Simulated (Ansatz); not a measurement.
# TaN: the cost of one run

Computed with Ansatz 0.2.0 (DFT PBE, scalar-relativistic, plane waves, PAW, unless a step's input says otherwise).

## 1. Starting point

It takes space group P6_3/mmc (No. 194, hexagonal). The conventional cell has a = 3.048 Å, b = 3.048 Å, c = 4.918 Å, α = 90.00°, β = 90.00°, γ = 120.00°. Ta (site symmetry -3m) is surrounded by 6 N at 2.15 Å and 2 Ta at 2.46 Å. N (site symmetry -6m2) has 6 Ta at 2.15 Å in its first shell of neighbours.

As a file:

```xyz
48
Lattice="-4.5720 2.6396 4.9180 4.5720 -2.6396 4.9180 4.5720 7.9189 -4.9180" Properties=species:S:1:pos:R:3 pbc="T T T"
Ta    0.0000    0.0000    0.0000
Ta    0.0000    0.0000    4.9180
Ta    3.0480    0.0000    4.9180
Ta   -1.5240    2.6396    4.9180
Ta    1.5240    2.6396    4.9180
Ta    1.5240    2.6396    0.0000
Ta    4.5720    2.6396    0.0000
Ta    0.0000    5.2793    0.0000
Ta    3.0480    5.2793    0.0000
Ta    3.0480    5.2793    4.9180
Ta    1.5240    7.9189    0.0000
Ta    6.0960    5.2793    0.0000
Ta    0.0000    0.0000    2.4590
Ta    0.0000    0.0000    7.3770
Ta   -1.5240    2.6396    2.4590
Ta    3.0480    0.0000    2.4590
Ta    1.5240    2.6396    7.3770
Ta    1.5240    2.6396    2.4590
Ta    4.5720    2.6396    2.4590
Ta    0.0000    5.2793    2.4590
Ta    3.0480    5.2793    2.4590
Ta    3.0480    5.2793   -2.4590
Ta    1.5240    7.9189    2.4590
Ta    6.0960    5.2793    2.4590
N     0.0000    1.7598    1.2295
N     0.0000    1.7598    6.1475
N     3.0480    1.7598    6.1475
N     3.0480    1.7598    1.2295
N     1.5240    4.3994    6.1475
N     1.5240    4.3994    1.2295
N     4.5720    4.3994    1.2295
N     0.0000    7.0391    1.2295
N     3.0480    7.0390    1.2295
N     7.6200    4.3994    1.2295
N    -3.0480    1.7598    6.1475
N     1.5240   -0.8799    6.1475
N     1.5240    0.8799    3.6885
N    -3.0480    3.5195    3.6885
N     0.0000    3.5195    3.6885
N     4.5720    0.8799    3.6885
N     3.0480    3.5195   -1.2295
N     3.0480    3.5195    3.6885
N     1.5240    6.1592   -1.2295
N     1.5240    6.1592    3.6885
N     4.5720    6.1592    3.6885
N     4.5720    6.1592   -1.2295
N     3.0480   -1.7598    3.6885
N    -1.5240    0.8799    3.6885
```

The runs take a perfect supercell of 48 atoms; the defect goes to fractional position (0.292, 0.125, 0.167).

## 2. The perfect supercell

The input, input.yaml:

```yaml
crystal:
  lattice:
    - [-4.572, 2.639645, 4.918]
    - [4.572, -2.639645, 4.918]
    - [4.572, 7.918936, -4.918]
  atoms:
    - { symbol: Ta, position: [0.0, 0.0, 0.0] }
    - { symbol: Ta, position: [0.5, 0.5, 0.0] }
    - { symbol: Ta, position: [0.333333, 0.833333, 0.166667] }
    - { symbol: Ta, position: [0.833333, 0.333333, 0.166667] }
    - { symbol: Ta, position: [0.666667, 0.666667, 0.333333] }
    - { symbol: Ta, position: [0.166667, 0.166667, 0.333333] }
    - { symbol: Ta, position: [0.0, 0.5, 0.5] }
    - { symbol: Ta, position: [0.5, 0.0, 0.5] }
    - { symbol: Ta, position: [0.333333, 0.333333, 0.666667] }
    - { symbol: Ta, position: [0.833333, 0.833333, 0.666667] }
    - { symbol: Ta, position: [0.666667, 0.166667, 0.833333] }
    - { symbol: Ta, position: [0.166667, 0.666667, 0.833333] }
    - { symbol: Ta, position: [0.25, 0.25, 0.0] }
    - { symbol: Ta, position: [0.75, 0.75, 0.0] }
    - { symbol: Ta, position: [0.583333, 0.083333, 0.166667] }
    - { symbol: Ta, position: [0.083333, 0.583333, 0.166667] }
    - { symbol: Ta, position: [0.916667, 0.916667, 0.333333] }
    - { symbol: Ta, position: [0.416667, 0.416667, 0.333333] }
    - { symbol: Ta, position: [0.25, 0.75, 0.5] }
    - { symbol: Ta, position: [0.75, 0.25, 0.5] }
    - { symbol: Ta, position: [0.583333, 0.583333, 0.666667] }
    - { symbol: Ta, position: [0.083333, 0.083333, 0.666667] }
    - { symbol: Ta, position: [0.916667, 0.416667, 0.833333] }
    - { symbol: Ta, position: [0.416667, 0.916667, 0.833333] }
    - { symbol: "N", position: [0.291666, 0.125, 0.166667] }
    - { symbol: "N", position: [0.791666, 0.625, 0.166667] }
    - { symbol: "N", position: [0.625, 0.958334, 0.333333] }
    - { symbol: "N", position: [0.125, 0.458334, 0.333333] }
    - { symbol: "N", position: [0.958333, 0.791667, 0.5] }
    - { symbol: "N", position: [0.458333, 0.291667, 0.5] }
    - { symbol: "N", position: [0.291666, 0.625, 0.666667] }
    - { symbol: "N", position: [0.791666, 0.125, 0.666667] }
    - { symbol: "N", position: [0.625, 0.458334, 0.833333] }
    - { symbol: "N", position: [0.125, 0.958334, 0.833333] }
    - { symbol: "N", position: [0.958333, 0.291667, 0.0] }
    - { symbol: "N", position: [0.458333, 0.791667, 0.0] }
    - { symbol: "N", position: [0.375, 0.541666, 0.166667] }
    - { symbol: "N", position: [0.875, 0.041666, 0.166667] }
    - { symbol: "N", position: [0.708334, 0.375, 0.333333] }
    - { symbol: "N", position: [0.208334, 0.875, 0.333333] }
    - { symbol: "N", position: [0.041667, 0.208333, 0.5] }
    - { symbol: "N", position: [0.541667, 0.708333, 0.5] }
    - { symbol: "N", position: [0.375, 0.041666, 0.666667] }
    - { symbol: "N", position: [0.875, 0.541666, 0.666667] }
    - { symbol: "N", position: [0.708334, 0.875, 0.833333] }
    - { symbol: "N", position: [0.208334, 0.375, 0.833333] }
    - { symbol: "N", position: [0.041667, 0.708333, 0.0] }
    - { symbol: "N", position: [0.541667, 0.208333, 0.0] }
basis:
  ecutwfc: 420
  fft_grid_basis: typed
kpoints:
  mp_grid: { grid: [2, 2, 2] }
hamiltonian:
  xc: pbe
  pseudopotentials: { kind: paw }
scf:
  occupations: { method: gaussian, width: 0.05 }
output:
  forces: true
  stress: false
  eigenvalues: true
  bader: false
  write_density: true
  volumetric_format: npy
```

On the command line:

```
> ansatz run input.yaml --threads 8 --pin off --max-ram 16384MiB --backend cpu --events-out ev --progress --plain --runs-dir out
```

**Question.** How long does this run take on 8 threads of Arm Neoverse V2, shared host, and how much memory does it need?

About 6.1 s, with a peak of 2.9 GiB.
